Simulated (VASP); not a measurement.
**In: relaxation of cell and atoms with PBE**

The system is In.

```xyz
2
Lattice="3.3318 0.0000 0.0000 -1.6659 2.8854 0.0000 0.0000 0.0000 5.4419" Properties=species:S:1:pos:R:3 pbc="T T T"
In    0.0000    1.9236    4.0815
In    1.6659    0.9618    1.3605
```

The cell was built by a generator and needn't be a form met in nature.

* Program: VASP 6.6.1
* Task: relaxation of cell and atoms
* Functional: PBE
* Potentials or basis: VASP PAW PBE potentials, release 64 (In_d)
* Cutoff: 600 eV
* k mesh: 8 × 8 × 4
* Occupations: gaussian, width 0.05 eV
* Spin: no spin polarisation
* Dipole correction: no
* Further INCAR settings: ALGO = Normal; EDIFF = 1e-06; IBRION = 2; EDIFFG = -0.03; NSW = 80; ISIF = 3

```
Relaxed volume                         : 28.06 Å³/atom
Relaxed cell                           : a = 3.287 Å, b = 3.287 Å, c = 5.999 Å, α = 90.00°, β = 90.00°, γ = 120.00°
Space group after relaxing (to 0.05 Å) : P6_3/mmc (No. 194)
Energy gained by relaxing              : 35.3 meV/atom
Ionic steps                            : 14
Pressure after relaxing                : 0.0 GPa
Band gap on the k mesh                 : none (metal or under the smearing width)
```

Stress tensor (GPa, compression positive):
```
 0.00  0.00  0.00
 0.00  0.00  0.00
 0.00  0.00 -0.14
```

The path:
| step | energy change (eV) | largest force (eV/Å) | pressure (GPa) | volume (Å³) |
| --- | --- | --- | --- | --- |
| 1 | 0.0000 | 0.0000 | 2.23 | 52.32 |
| 2 | -0.0208 | 0.0000 | 0.26 | 55.12 |
| 3 | -0.0212 | 0.0000 | -0.12 | 55.66 |
| 4 | -0.0212 | 0.0000 | 0.00 | 55.51 |
| 5 | -0.0212 | 0.0000 | -0.03 | 55.58 |
| 6 | -0.0219 | 0.0000 | -0.08 | 55.63 |
| 7 | -0.0238 | 0.0000 | -0.23 | 55.70 |
| 8 | -0.0333 | 0.0000 | -0.40 | 55.85 |
| 9 | -0.0549 | 0.0000 | -0.24 | 56.10 |
| 10 | -0.0639 | 0.0000 | 0.04 | 56.47 |
| 11 | -0.0704 | 0.0000 | -0.19 | 56.35 |
| 12 | -0.0704 | 0.0000 | -0.21 | 56.34 |
| 13 | -0.0673 | 0.0000 | 0.75 | 55.08 |
| 14 | -0.0705 | 0.0000 | -0.05 | 56.12 |

Final structure:
```cif
data_structure
_symmetry_space_group_name_H-M 'P 1'
_symmetry_Int_Tables_number 1
_cell_length_a 3.2865
_cell_length_b 3.2865
_cell_length_c 5.9995
_cell_angle_alpha 90.000
_cell_angle_beta 90.000
_cell_angle_gamma 120.000
_cell_volume 56.12
loop_
_atom_site_label
_atom_site_type_symbol
_atom_site_fract_x
_atom_site_fract_y
_atom_site_fract_z
_atom_site_occupancy
In1 In 0.33333 0.66667 0.75000 1
In2 In 0.66667 0.33333 0.25000 1
```

Levels at points of the mesh, in eV from the Fermi level:
| k point | band 11 | band 12 | band 13 | band 14 | band 15 | band 16 |
| --- | --- | --- | --- | --- | --- | --- |
| (0.00, 0.00, 0.00) | -9.13 | -5.41 | -3.41 | 7.54 | 9.26 | 9.26 |
| (0.50, 0.00, 0.00) | -4.32 | -3.70 | -0.61 | -0.37 | 0.97 | 2.75 |
| (0.00, 0.00, 0.50) | -8.02 | -8.02 | 1.42 | 1.42 | 10.03 | 10.03 |
| (0.50, 0.00, 0.50) | -3.31 | -3.31 | -2.47 | -2.47 | 4.96 | 4.96 |

It took 6.4 min on 1 thread of Intel(R) Xeon(R) Platinum 8488C (Sapphire Rapids), on a shared host, peak memory 0.2 GiB.
